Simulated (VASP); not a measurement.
Wanted: the native input for a VASP 6.6.1 run.

```yaml
Task: single point
Functional: PBE
Potentials_or_basis: VASP PAW PBE potentials, release 64 (K_sv, S)
Cutoff: 520 eV
k_mesh: 3 × 3 × 3
Occupations: gaussian, width 0.01 eV
Spin: no spin polarisation
Dipole_correction: no
Further_INCAR_settings: ALGO = Fast; EDIFF = 1e-07; NBANDS = 19
```

The structure of K2S lies in POSCAR:

```
K2S
1.0
    0.0000000000      3.6955000000      3.6955000000
    3.6955000000      0.0000000000      3.6955000000
    3.6955000000      3.6955000000      0.0000000000
K S
2 1
Direct
    0.2453418007      0.2546581993      0.2546581993
    0.7455758787      0.7544241213      0.7544241213
   -0.0044476493      0.0044476493      0.0044476493
```

One way to write it, as run:

INCAR

```
SYSTEM = K2S
PREC = Accurate ; ENCUT = 520
EDIFF = 1E-7 ; ISMEAR = 0
SIGMA = 0.01 ; LREAL = .FALSE.
LASPH = .TRUE. ; NELM = 100
ALGO = Fast ; ISIF = 2
LWAVE = .FALSE. ; LCHARG = .TRUE.
GGA = PE ; LELF = .TRUE.
LVHAR = .TRUE. ; NBANDS = 19
```

KPOINTS

```
Automatic mesh
0
G
  3 3 3
  0 0 0
```

Potentials or basis: VASP PAW PBE potentials, release 64 (K_sv, S).

The run is started by

```sh
$ cat potpaw_PBE.64/K_sv/POTCAR potpaw_PBE.64/S/POTCAR > POTCAR
$ mpirun -np 1 vasp_std > vasp.out
```

It gave:

The pressure is 0.6 GPa. The band gap on the k mesh is 2.42 eV, indirect (least direct gap 2.59 eV).

Caveat: the k mesh is coarse (spacing up to 0.49 Å⁻¹), so the values aren't converged; an odd mesh through Γ misses points on the zone boundary, where band edges often lie.

It took 18 s on 1 thread of Intel(R) Xeon(R) 6975P-C (Granite Rapids) (shared host), peak memory 0.23 GiB.
